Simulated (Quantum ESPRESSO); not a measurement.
Bi:

```
Bi
1.0
     2.26750    1.30914    3.93800
    -2.26750    1.30914    3.93800
     0.00000   -2.61828    3.93800
Bi
2
Direct
  0.76600 0.76600 0.76600
  0.23400 0.23400 0.23400
```

Base run:

| Property | Result |
| --- | --- |
| Program | Quantum ESPRESSO 7.5 |
| Functional | PBEsol |
| Potentials or basis | PseudoDojo 0.4 FR PBEsol standard |
| Cutoff | 898 eV |
| Density cutoff | 3592 eV |
| k mesh | 7 × 7 × 7 |
| Occupations | fermi-dirac, width 0.05 eV |
| Spin | spin-orbit coupling, no magnetisation |

Its results: band gap on the k mesh none (metal or under the smearing width); pressure 0.8 GPa; largest force 0.114 eV/Å.

Problem. The run is repeated on the same cell with these changes: functional from PBEsol to PBE; potentials or basis from PseudoDojo 0.4 FR PBEsol standard to PseudoDojo 0.4 FR PBE standard. What comes out?

Solution. Band gap on the k mesh none (metal or under the smearing width); pressure 3.2 GPa; largest force 0.185 eV/Å.

Not every run made on this cell is shown here.
